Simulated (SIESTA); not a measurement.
A run of SIESTA 5.4.2 is set up as follows.

File AlRu.fdf:

```
SystemName                      AlRu
SystemLabel                     AlRu
NumberOfSpecies                 2
NumberOfAtoms                   2
%block ChemicalSpeciesLabel
  1  44 Ru
  2  13 Al
%endblock ChemicalSpeciesLabel

LatticeConstant                 1.0 Ang
%block LatticeVectors
     2.9916000000     0.0000000000     0.0000000000
     0.0000000000     2.9916000000     0.0000000000
     0.0000000000     0.0000000000     2.9916000000
%endblock LatticeVectors
AtomicCoordinatesFormat         Fractional
%block AtomicCoordinatesAndAtomicSpecies
     0.5000000000     0.5000000000     0.5000000000  1  Ru
     0.0000000000     0.0000000000     0.0000000000  2  Al
%endblock AtomicCoordinatesAndAtomicSpecies

%block kgrid.MonkhorstPack
    6   0   0  0.0
    0   6   0  0.0
    0   0   6  0.0
%endblock kgrid.MonkhorstPack
XC.Functional                   GGA
XC.Authors                      PBE
PAO.BasisSize                   DZP
PAO.EnergyShift                 0.003 Ry
Mesh.Cutoff                     800 Ry
OccupationFunction              FD
ElectronicTemperature           0.05 eV
MaxSCFIterations                120
SCF.MustConverge                false
SCF.Mixer.Method                Pulay
SCF.Mixer.Weight                0.25
SCF.Mixer.History               8
SCF.DM.Tolerance                5.0e-05
SCF.H.Tolerance                 1.0e-03 eV
WriteForces                     true
Charge.Mulliken                 end
MD.TypeOfRun                    Broyden
MD.Steps                        40
MD.MaxForceTol                  0.02 eV/Ang
MD.MaxDispl                     0.1 Ang
WriteCoorStep                   true
AtomCoorFormatOut               Fractional
MD.VariableCell                 true
MD.MaxStressTol                 0.1 GPa
%block PAO.Basis
  Ru 5
  n=4 0 2
    2.997 0.000
  n=5 0 2
    8.634 0.000
  n=4 1 2
    3.435 0.000
  n=5 1 1
    8.634
  n=4 2 2
    5.937 0.000
%endblock PAO.Basis
```

Potentials or basis: PseudoDojo 0.4 standard (PBE files), DZP (energy shift 0.003 Ry; two zetas on semicore shells).

Command:

```bash
$ siesta < AlRu.fdf > AlRu.out 2>&1
```

What does it give for the band gap on the k mesh?

None (metal or under the smearing width).

What does it give for the relaxed cell?

a = 3.011 Å, b = 3.011 Å, c = 3.011 Å, α = 90.00°, β = 90.00°, γ = 90.00°.

What does it give for the space group after relaxing (to 0.05 Å)?

Pm-3m (No. 221).

Step by step:
```csv
step,energy change (eV),largest force (eV/Å),pressure (GPa),volume (Å³)
1,0.0000,0.0000,4.12,26.77
2,-0.0011,0.0000,3.75,26.82
3,-0.0063,0.0000,-0.05,27.29
```

Caveat: the basis of atomic orbitals isn't converged, which shifts pressures, moduli and gaps. PBE usually gives volumes a little too large and moduli too small.
